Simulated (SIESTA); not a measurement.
A run of SIESTA 5.4.2 is set up as follows.

File run.py:

```python
from ase import Atoms
from ase.calculators.siesta import Siesta
from ase.units import Ry, GPa

atoms = Atoms(
    ['P', 'P', 'P', 'P'],
    cell=[
        [1.6477431241, -5.4650377251, 0.0],
        [1.6477431241, 5.4650377251, 0.0],
        [0.0, 0.0, 4.54363559],
    ],
    scaled_positions=[
        [0.90414313, 0.09585687, 0.58881517],
        [0.09585687, 0.90414313, 0.41118483],
        [0.59585687, 0.40414313, 0.08881517],
        [0.40414313, 0.59585687, 0.91118483],
    ],
    pbc=True,
)

fdf = {
    'SCFMustConverge': False,
    'OccupationFunction': 'FD',
    'ElectronicTemperature': '0.05 eV',
    'MaxSCFIterations': '120',
    'SCF.Mixer.Method': 'Pulay',
    'SCF.Mixer.Weight': '0.25',
    'SCF.Mixer.History': '8',
    'SCF.DM.Tolerance': '5.0e-05',
    'SCF.H.Tolerance': '1.0e-03 eV',
    'WriteForces': 'true',
    'Charge.Mulliken': 'end',
    'BandLinesScale': 'ReciprocalLatticeVectors',
    'BandLines': ['  1    0.000000   0.000000   0.000000  \\Gamma', ' 10    0.272727   0.272727   0.000000  X', '  3    0.000000   0.500000   0.000000  S', '  7    0.000000   0.500000   0.500000  R', '  3    0.272727   0.272727   0.500000  A', ' 10    0.000000   0.000000   0.500000  Z', '  7    0.000000   0.000000   0.000000  \\Gamma', '  6   -0.500000   0.500000   0.000000  Y', '  8   -0.272727   0.727273   0.000000  X1', '  7   -0.272727   0.727273   0.500000  A1', '  8   -0.500000   0.500000   0.500000  T', '  7   -0.500000   0.500000   0.000000  Y', '  1    0.000000   0.000000   0.500000  Z', '  6   -0.500000   0.500000   0.500000  T'],
}
calc = Siesta(
    label="P",
    command="siesta < PREFIX.fdf > PREFIX.out",
    pseudo_path="pseudos",
    pseudo_qualifier="",
    xc=('GGA', 'BLYP'),
    basis_set="DZP",
    mesh_cutoff=500 * Ry,
    energy_shift=0.003 * Ry,
    kpts=[8, 8, 6],
    spin="non-polarized",
    fdf_arguments=fdf,
)
atoms.calc = calc

print(f"energy = {atoms.get_potential_energy():.6f} eV")
free = atoms.get_potential_energy(force_consistent=True)
print(f"free energy = {free:.6f} eV")
print("forces (eV/A):")
print(atoms.get_forces(apply_constraint=False).round(6))
print("stress (GPa, Voigt order, tension positive):", (atoms.get_stress() / GPa).round(4))
```

Potentials or basis: PseudoDojo 0.4 standard (PBE files), DZP (energy shift 0.003 Ry).

Launch:

```sh
$ python run.py
```

(1) What does it give for the largest force?

(2) What does it give for the band gap along the path?

(3) What does it give for the band gap on the k mesh?

Results:

(1) 0.787 eV/Å.

(2) 0.22 eV, direct.

(3) 0.22 eV, direct.

Caveat: the potentials were made for another functional, which shifts forces and pressure; the basis of atomic orbitals isn't converged, which shifts pressures, moduli and gaps.
